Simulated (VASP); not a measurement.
Set up this calculation in VASP 6.6.1, as the native input.

```
Task                   : single point
Functional             : LDA
Potentials or basis    : VASP PAW LDA potentials, release 64 (Ti_sv, O)
Cutoff                 : 520 eV
k mesh                 : 5 × 5 × 3
Occupations            : gaussian, width 0.01 eV
Spin                   : no spin polarisation
Dipole correction      : no
Further INCAR settings : ALGO = Normal; EDIFF = 1e-07; NBANDS = 33
```

The structure of TiO2 lies in POSCAR:

```
TiO2
1.0
    2.7060340000     -2.7066550000      0.0000000000
    2.7060340000      2.7066550000      0.0000000000
   -2.6335310000      0.0000000000      4.7966370000
Ti O
2 4
Direct
    0.1341100000      0.8658900000      0.2500000000
    0.8658900000      0.1341100000      0.7500000000
    0.3312210000      0.0887550000      0.6671490000
    0.6687790000      0.9112450000      0.3328510000
    0.9112450000      0.6687790000      0.8328510000
    0.0887550000      0.3312210000      0.1671490000
```

The cell is a database's computed one.

One way to write it, as run:

INCAR

```
SYSTEM = TiO2
PREC = Accurate
ENCUT = 520
EDIFF = 1E-7
ISMEAR = 0
SIGMA = 0.01
LREAL = .False.
LASPH = .True.
NELM = 100
ALGO = Normal
ISIF = 2
LWAVE = .False.
LCHARG = .False.
GGA = CA
NBANDS = 33
```

KPOINTS

```
regular mesh
0
Gamma
  5 5 3
  0 0 0
```

Potentials or basis: VASP PAW LDA potentials, release 64 (Ti_sv, O).

The run is started by

```bash
$ cat potpaw_LDA.64/Ti_sv/POTCAR potpaw_LDA.64/O/POTCAR > POTCAR
$ mpirun -np 1 vasp_std > vasp.out
```

Results of the run:

* Pressure: -11.9 GPa
* Largest force: 0.317 eV/Å
* Band gap on the k mesh: 1.93 eV, indirect (least direct gap 2.30 eV)

Caveat: the k mesh is coarse (spacing up to 0.44 Å⁻¹), so the values aren't converged; an odd mesh through Γ misses points on the zone boundary, where band edges often lie.

Wall time 28 s on 1 thread of Intel(R) Xeon(R) Platinum 8559C (Emerald Rapids), with other jobs on the host, peak memory 0.17 GiB.
